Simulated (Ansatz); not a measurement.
# FeNi (Tetrataenite) under changes of volume

One of the cells (11.491 Å³/atom); the others are scaled copies at fixed shape and fractional positions:

```
CELL_PARAMETERS angstrom
2.53300 0.00000 0.00000
0.00000 2.53300 0.00000
0.00000 0.00000 3.58200
ATOMIC_POSITIONS crystal
Ni 0.50000 0.50000 0.50000
Fe 0.00000 0.00000 0.00000
```

| Quantity | Value |
| --- | --- |
| Program | Ansatz 0.2.0 |
| Functional | PBEsol |
| Potentials or basis | Ansatz PAW |
| Cutoff | 420 eV (not typed: the program's choice for these potentials) |
| k mesh | 10 × 10 × 8 |
| Occupations | fermi-dirac, width 0.05 eV |
| Spin | collinear spin, ferromagnetic start |
| Starting moments | [1.0, 3.0] μB |

| volume (Å³/atom) | energy over the lowest point (meV/atom) | pressure (GPa) | moment (μB per cell) |
| --- | --- | --- | --- |
| 10.802 | 0.00 | 0.1 | 3.25 |
| 11.032 | 2.96 | -4.3 | 3.27 |
| 11.261 | 12.00 | -8.2 | 3.29 |
| 11.491 | 26.41 | -11.6 | 3.31 |
| 11.721 | ? | ? | ? |
| 11.951 | 68.44 | -17.2 | 3.37 |
| 12.181 | 94.87 | -19.5 | 3.40 |

Q: What does the run at 11.721 Å³/atom give?

A: Energy over the lowest point 45.43 meV/atom; pressure -14.6 GPa; moment 3.34 μB per cell.

Worked out: A Birch-Murnaghan fit of order 3 (a polynomial in V^(-2/3)) to the other rows has its minimum at 10.82 Å³/atom with B0 = V·E''(V) = 230 GPa and B' = 5.7 at fixed shape and positions, which overstates the stiffness. It gives 45.43 meV/atom at 11.721 Å³/atom, against the run's 45.43, and -dE/dV = -14.7 GPa, against -14.6. A parabola through the other rows of the moment, of slope 0.121 μB per Å³/atom there, gives 3.34 μB, against the run's 3.34.

Energies are extrapolated to zero smearing.

Caveats: the PAW data sets come from PBE, with cores solved anew for the run's functional, which leaves a small shift of forces and pressure.
